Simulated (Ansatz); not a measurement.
BeS in the zincblende structure, relaxed with r2SCAN in the PAW code Ansatz. The symmetry is F-43m (No. 216, cubic); a = 4.869 Å in the conventional setting, 14.43 Å³ an atom. Be is surrounded by 4 S at 2.11 Å; S is surrounded by 4 Be at 2.11 Å.

The axes x, y and z are those of this cell:
```yaml
crystal:
  lattice:
    - [0.00000, 2.43431, 2.43431]
    - [2.43431, 0.00000, 2.43431]
    - [2.43431, 2.43431, 0.00000]
  atoms:
    - { symbol: Be, position: [0.00000, 0.00000, 0.00000] }
    - { symbol: S, position: [0.25000, 0.25000, 0.25000] }
```

Unstrained: PBE gives an indirect gap of 3.135 eV, from Γ to X; the least direct gap is 5.617 eV at Γ–K (0.10 of the way from Γ). With r2SCAN the valence top lies at Γ and the conduction bottom at X, 3.589 eV higher; the smallest vertical gap, at Γ, is 6.234 eV. HSE06 gives an indirect gap of 4.085 eV, from Γ to X; the least direct gap is 6.804 eV at Γ–K (0.10 of the way from Γ). Meshes: PBE 10×10×10, r2SCAN 10×10×10, HSE06 6×6×6. Strains are changes of length per length, and xy shears are angles. After each strain the atoms were relaxed again with r2SCAN within the symmetry that the strain leaves, so tilts or polar shifts that break it weren't tested; points keep the names that they have in the unstrained zone. (Simulation; spin polarisation is off.)

(1) Apply isotropic -1.5 % on every length. How far does the gap move, against the unstrained cell?

(2) Apply epitaxial +4.0 % in the xy plane, free normal strain -3.24 %. How far does the gap move, against the unstrained cell?

(3) Estimate what isotropic +1.5 % on every length does to the gap.

(4) Estimate what epitaxial -3.0 % in the xy plane, free normal strain +2.26 % does to the gap.

(5) Apply xy shear, engineering strain (angle) +2.5 %. How far does the gap move, against the unstrained cell?

(6) Order the strained cells by their HSE06 gap, smallest first.
A. epitaxial -3.0 % in the xy plane
B. isotropic -1.5 % on every length
C. epitaxial +4.0 % in the xy plane
D. isotropic +1.5 % on every length
E. xy shear, engineering strain (angle) +2.5 %

Results:

(1) PBE: the gap goes from 3.135 to 3.031 eV (-0.104 eV). r2SCAN: the gap goes from 3.589 to 3.485 eV (-0.104 eV). HSE06: the gap goes from 4.085 to 3.978 eV (-0.107 eV). The r2SCAN energy rises by 9.3 meV an atom.

(2) PBE: the gap goes from 3.135 to 2.704 eV (-0.431 eV); with r2SCAN the top three valence levels at Γ, degenerate before, become 1+2 from the top over 333 meV. r2SCAN: the gap goes from 3.589 to 3.139 eV (-0.450 eV). HSE06: the gap goes from 4.085 to 3.638 eV (-0.447 eV). The r2SCAN energy rises by 23.6 meV an atom.

(3) PBE: the gap goes from 3.135 to 3.228 eV (+0.093 eV). r2SCAN: the gap goes from 3.589 to 3.682 eV (+0.093 eV). HSE06: the gap goes from 4.085 to 4.180 eV (+0.095 eV). The r2SCAN energy rises by 8.5 meV an atom.

(4) PBE: the gap goes from 3.135 to 2.805 eV (-0.330 eV); the X points, equivalent before, split by 437 meV, and the conduction bottom lies at those like (0, 1/2, 1/2); with r2SCAN the top three valence levels at Γ, degenerate before, become 2+1 from the top over 334 meV. r2SCAN: the gap goes from 3.589 to 3.251 eV (-0.338 eV); the X points, equivalent before, split by 456 meV, and the conduction bottom lies at those like (0, 1/2, 1/2). HSE06: the gap goes from 4.085 to 3.744 eV (-0.341 eV); the X points, equivalent before, split by 450 meV, and the conduction bottom lies at those like (0, 1/2, 1/2). The r2SCAN energy rises by 15.6 meV an atom.

(5) PBE: the gap goes from 3.135 to 3.024 eV (-0.111 eV); with r2SCAN the top three valence levels at Γ, degenerate before, become 1+1+1 from the top over 187 meV. r2SCAN: the gap goes from 3.589 to 3.471 eV (-0.118 eV). HSE06: the gap goes from 4.085 to 3.971 eV (-0.114 eV). The r2SCAN energy rises by 2.5 meV an atom.

(6) C (3.64 eV), A (3.74 eV), E (3.97 eV), B (3.98 eV), D (4.18 eV).

Where an edge lies off the special points, it is a point of the mesh or the k point where a search put PBE's edge or least direct gap, reused for the other functionals, whose own edges may lie a little apart.

The meshes of the hybrids are coarse, so their gaps aren't converged to the digits shown.

The splittings at Γ are without spin-orbit coupling, which regroups them where it is of like size or larger.
